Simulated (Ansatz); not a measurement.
## SnO₂: enthalpy against pressure

SnO₂, P4_2/mnm, a = 4.759 Å, c = 3.201 Å. Ansatz: r2SCAN, PAW, 500 eV, Γ-centred 6×6×8 mesh on 6 atoms, Gaussian smearing 0.02 eV; no spin polarisation. Cell and atoms are relaxed at each pressure, and no other structure is tried, so the rows at high pressure may lie past a change of phase. y is the enthalpy over the state at zero pressure; there V0 = 12.085 Å³/atom. The pressures are the targets, met within 0.03 GPa.

```
P (GPa) y (eV/atom)
   -1.0      -0.0756
    0.0       0.0000
    1.0       0.0753
    4.0       0.2989
   12.0       0.8813
   25.0            ?
   50.0       3.4439
   90.0       5.8960
```

Task: Fit y = c1 P + c2 P² + c3 P³ to the other rows, say what c1 and c2 mean, and predict the missing value.

Result: Least squares on the rows shown. y = 0.075195 P − 0.00014979 P² + 4.6880×10⁻⁷ P³. Since dH/dP = V, c1 is V0: 0.075195 eV/GPa × 160.2 = 12.046 Å³ against 12.085; c2 = −V0/(2B0) gives B0 = 251 GPa, where a Birch–Murnaghan fit to the volumes of the same runs (not shown) gives 206 GPa: a cubic over this range folds the higher terms into c2. At P = 25.0 the fit asked for gives 1.7936 eV/atom. The run gave 1.7912 eV/atom, so the fit is 0.0024 eV/atom too high, 0.04 % of the span of the series, against an rms of 0.0003 eV/atom on the fitted rows. With a term in P⁴ added, a fit to the same known rows predicts 1.7906 eV/atom, so most of the miss is curvature that the known rows already hold.

The mesh isn't the same in all rows (6×6×8, 6×6×10).